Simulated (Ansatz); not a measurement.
## Relaxing Zr16O33

Computed with DFT PBE, scalar-relativistic, plane waves, PAW (Ansatz). Settings: 420 eV cutoff, 2×2×2 k-mesh, shifted by half a step, Gaussian smearing of 0.01 eV, no spin polarisation.

What was changed: O interstitial, charge +0, atoms relaxed at the host's cell.

In a supercell of 49 atoms the defect feels its periodic images.

Spin polarisation was left out.

Command:

```bash
ansatz run input.yaml --threads 4 --pin off --max-ram 6144MiB --backend cpu --events-out ev --progress --plain --runs-dir out
```

Input:

```yaml
crystal:
  lattice:
    - [7.2420009745, 0.0, 5.2824377893]
    - [0.0, -7.2420009745, -5.2824377893]
    - [0.0, 7.2420009745, -5.2824377893]
  atoms:
    - { symbol: Zr, position: [0.5, 0.5, 0.0] }
    - { symbol: Zr, position: [0.5, 0.25, 0.25] }
    - { symbol: Zr, position: [0.5, 0.75, 0.75] }
    - { symbol: Zr, position: [0.5, 0.0, 0.5] }
    - { symbol: Zr, position: [0.0, 0.25, 0.75] }
    - { symbol: Zr, position: [0.0, 0.5, 0.5] }
    - { symbol: Zr, position: [0.0, 0.0, 0.0] }
    - { symbol: Zr, position: [0.0, 0.75, 0.25] }
    - { symbol: Zr, position: [0.25, 0.5, 0.25] }
    - { symbol: Zr, position: [0.25, 0.25, 0.5] }
    - { symbol: Zr, position: [0.25, 0.75, 0.0] }
    - { symbol: Zr, position: [0.25, 0.0, 0.75] }
    - { symbol: Zr, position: [0.75, 0.25, 0.0] }
    - { symbol: Zr, position: [0.75, 0.5, 0.75] }
    - { symbol: Zr, position: [0.75, 0.0, 0.25] }
    - { symbol: Zr, position: [0.75, 0.75, 0.5] }
    - { symbol: O, position: [0.0, 0.471405309, 0.221405309] }
    - { symbol: O, position: [0.0, 0.221405309, 0.471405309] }
    - { symbol: O, position: [0.0, 0.721405309, 0.971405309] }
    - { symbol: O, position: [0.0, 0.971405309, 0.721405309] }
    - { symbol: O, position: [0.5, 0.221405309, 0.971405309] }
    - { symbol: O, position: [0.5, 0.471405309, 0.721405309] }
    - { symbol: O, position: [0.5, 0.971405309, 0.221405309] }
    - { symbol: O, position: [0.5, 0.721405309, 0.471405309] }
    - { symbol: O, position: [0.0, 0.221405309, 0.971405309] }
    - { symbol: O, position: [0.0, 0.971405309, 0.221405309] }
    - { symbol: O, position: [0.0, 0.471405309, 0.721405309] }
    - { symbol: O, position: [0.0, 0.721405309, 0.471405309] }
    - { symbol: O, position: [0.5, 0.971405309, 0.721405309] }
    - { symbol: O, position: [0.5, 0.221405309, 0.471405309] }
    - { symbol: O, position: [0.5, 0.721405309, 0.971405309] }
    - { symbol: O, position: [0.5, 0.471405309, 0.221405309] }
    - { symbol: O, position: [0.25, 0.528594691, 0.028594691] }
    - { symbol: O, position: [0.25, 0.278594691, 0.278594691] }
    - { symbol: O, position: [0.25, 0.778594691, 0.778594691] }
    - { symbol: O, position: [0.25, 0.028594691, 0.528594691] }
    - { symbol: O, position: [0.75, 0.278594691, 0.778594691] }
    - { symbol: O, position: [0.75, 0.528594691, 0.528594691] }
    - { symbol: O, position: [0.75, 0.028594691, 0.028594691] }
    - { symbol: O, position: [0.75, 0.778594691, 0.278594691] }
    - { symbol: O, position: [0.25, 0.528594691, 0.528594691] }
    - { symbol: O, position: [0.25, 0.278594691, 0.778594691] }
    - { symbol: O, position: [0.25, 0.778594691, 0.278594691] }
    - { symbol: O, position: [0.25, 0.028594691, 0.028594691] }
    - { symbol: O, position: [0.75, 0.278594691, 0.278594691] }
    - { symbol: O, position: [0.75, 0.528594691, 0.028594691] }
    - { symbol: O, position: [0.75, 0.028594691, 0.528594691] }
    - { symbol: O, position: [0.75, 0.778594691, 0.778594691] }
    - { symbol: O, position: [0.0, 0.75, 0.75] }
  host:
    lattice:
      - [3.6210004873, 0.0, 0.0]
      - [0.0, 3.6210004873, 0.0]
      - [0.0, 0.0, 5.2824377893]
    atoms:
      - { symbol: Zr, position: [0.0, 0.0, 0.0] }
      - { symbol: Zr, position: [0.5, 0.5, 0.5] }
      - { symbol: O, position: [0.0, 0.5, 0.3071893821] }
      - { symbol: O, position: [0.0, 0.5, 0.8071893821] }
      - { symbol: O, position: [0.5, 0.0, 0.6928106179] }
      - { symbol: O, position: [0.5, 0.0, 0.1928106179] }
basis:
  ecutwfc: 420
  xc_grid: 2
kpoints:
  mp_grid: { grid: [2, 2, 2], shift: [0.5, 0.5, 0.5] }
hamiltonian:
  xc: pbe
scf:
  occupations: { method: gaussian, width: 0.01 }
output:
  forces: true
  stress: false
  eigenvalues: true
  charged_corrections: { defect_position: [0.0, 0.75, 0.75] }
relax:
  adjacent_minimum: "off"
  f_tol: 0.025
  max_steps: 45
```

F is the free energy.

Steps:

```
step F − F(1) (eV) largest force component (eV/Å)
   1         0.0000                           2.504
   2        -1.1480                           0.625
   3        -1.2532                           0.343
   4        -1.4464                           0.463
   5        -1.5701                           0.367
   6        -1.6960                           0.319
   7        -1.8280                           0.090
   8        -1.8348                           0.033
   9        -1.8359                           0.008
```

Relaxed structure:

```cif
data_structure
_symmetry_space_group_name_H-M 'P 1'
_symmetry_Int_Tables_number 1
_cell_length_a 8.9639
_cell_length_b 8.9639
_cell_length_c 8.9639
_cell_angle_alpha 107.785
_cell_angle_beta 110.321
_cell_angle_gamma 110.321
_cell_volume 554.09
loop_
_atom_site_label
_atom_site_type_symbol
_atom_site_fract_x
_atom_site_fract_y
_atom_site_fract_z
_atom_site_occupancy
Zr1 Zr 0.50000 0.50000 0.00000 1
Zr2 Zr 0.49020 0.24204 0.24204 1
Zr3 Zr 0.50980 0.75184 0.75184 1
Zr4 Zr 0.50000 0.00000 0.50000 1
Zr5 Zr 0.00000 0.25796 0.74816 1
Zr6 Zr 0.00000 0.47063 0.47063 1
Zr7 Zr 0.00000 0.02937 0.02937 1
Zr8 Zr 0.00000 0.74816 0.25796 1
Zr9 Zr 0.26050 0.51050 0.25000 1
Zr10 Zr 0.26050 0.25000 0.51050 1
Zr11 Zr 0.23071 0.75000 0.98071 1
Zr12 Zr 0.23071 0.98071 0.75000 1
Zr13 Zr 0.73950 0.25000 0.98950 1
Zr14 Zr 0.76929 0.51929 0.75000 1
Zr15 Zr 0.73950 0.98950 0.25000 1
Zr16 Zr 0.76929 0.75000 0.51929 1
O1 O 0.00000 0.45732 0.22437 1
O2 O 0.00000 0.22437 0.45732 1
O3 O 0.00000 0.70053 0.00576 1
O4 O 0.00000 0.00576 0.70053 1
O5 O 0.48138 0.20567 0.95843 1
O6 O 0.51862 0.47705 0.72428 1
O7 O 0.48138 0.95843 0.20567 1
O8 O 0.51862 0.72428 0.47705 1
O9 O 0.00000 0.23236 0.96825 1
O10 O 0.00000 0.96825 0.23236 1
O11 O 0.00000 0.47873 0.70746 1
O12 O 0.00000 0.70746 0.47873 1
O13 O 0.53977 0.98564 0.73271 1
O14 O 0.46023 0.19294 0.44587 1
O15 O 0.53977 0.73271 0.98564 1
O16 O 0.46023 0.44587 0.19294 1
O17 O 0.24723 0.54157 0.02295 1
O18 O 0.23295 0.27563 0.27563 1
O19 O 0.30524 0.79947 0.79947 1
O20 O 0.24723 0.02295 0.54157 1
O21 O 0.75277 0.29433 0.77572 1
O22 O 0.69476 0.49424 0.49424 1
O23 O 0.76705 0.04268 0.04268 1
O24 O 0.75277 0.77572 0.29433 1
O25 O 0.26411 0.53175 0.53175 1
O26 O 0.25293 0.30706 0.76729 1
O27 O 0.25293 0.76729 0.30706 1
O28 O 0.22873 0.02127 0.02127 1
O29 O 0.73589 0.26764 0.26764 1
O30 O 0.74707 0.51436 0.05413 1
O31 O 0.74707 0.05413 0.51436 1
O32 O 0.77127 0.79254 0.79254 1
O33 O 0.00000 0.75000 0.75000 1
```

The run converged. The run took 110 s on 4 threads of INTEL(R) XEON(R) PLATINUM 8581C CPU @ 2.10GHz (Emerald Rapids) (shared host), peak memory 2.2 GiB.